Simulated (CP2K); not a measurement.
Runs of CP2K 2026.2 on Hf. The typed cell holds 1 atom: a = 2.880 Å, b = 3.093 Å, c = 3.172 Å, α = 104.64°, β = 108.16°, γ = 109.13°. This isn't the form of Hf at room conditions, which is hcp.

| task | level | cutoff of the non-local correlation (Ry) | points a segment of the path (NPOINTS) | bands added on the path | gap on the mesh (eV) | pressure (GPa) |
| --- | --- | --- | --- | --- | --- | --- |
| single point | BEEF-vdW | 300 | - | - | none | -2.4 |
| single point | vdW-DF2 | 300 | - | - | none | (b) |
| single point | WC | - | - | - | none | (a) |
| band structure | r2SCAN | - | 10 | 6 | none | -2.1 |
| band structure | PBEsol | - | 10 | 6 | none | -6.5 |
| band structure | LDA | - | 10 | 6 | none | -9.1 |

Alike in all rows: potentials or basis POTENTIAL_UZH Hf GTH-PBE-q12; TZVP-MOLOPT-PBE-GTH basis; no spin polarisation; cell as given; k mesh 11 × 10 × 10; smearing fermi-dirac 0.05 eV.

Estimate the missing entries.

(a) -6.3; (b) 1.5.

Caveats: the potentials were made for another functional, which shifts forces and pressure; the basis of atomic orbitals isn't converged, which shifts pressures, moduli and gaps; spin-orbit coupling is left out, which moves the levels of the heavy elements (some runs).

A k mesh can miss the band edges, and the runs leave out spin-orbit coupling on Hf.

A gap of «none» marks a metal or a gap under the smearing width.

Runs at the PBE level aren't shown here.
